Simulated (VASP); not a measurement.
Input of a VASP 6.6.1 run:

File INCAR:

```
SYSTEM = PbSe
PREC = Accurate
ENCUT = 520
EDIFF = 1E-7
ISMEAR = 0
SIGMA = 0.05
LREAL = .FALSE.
LASPH = .TRUE.
NELM = 100
ALGO = Fast
ISIF = 2
LWAVE = .FALSE.
LCHARG = .FALSE.
GGA = PS
NBANDS = 17
```

KPOINTS

```
Automatic mesh
0
G
  6 6 6
  0 0 0
```

The input POSCAR:

```
PbSe
1.0
    3.7236787141      0.0000000000      0.0000000000
    0.0000000000      3.7236787141      0.0000000000
    0.0000000000      0.0000000000      3.7236787141
Pb Se
1 1
Direct
    0.0000000000      0.0000000000      0.0000000000
    0.5000000000      0.5000000000      0.5000000000
```

Potentials or basis: VASP PAW PBE potentials, release 64 (Pb_d, Se).

The run is started by

```bash
$ cat potpaw_PBE.64/Pb_d/POTCAR potpaw_PBE.64/Se/POTCAR > POTCAR
$ mpirun -np 1 vasp_std > vasp.out
```

(1) Predict the band gap on the k mesh.

(2) What does it give for the pressure?

## Answers

(1) none (metal or under the smearing width).

(2) -0.9 GPa.

Caveat: the PAW data sets were made with another functional, which shifts forces and pressure a little.
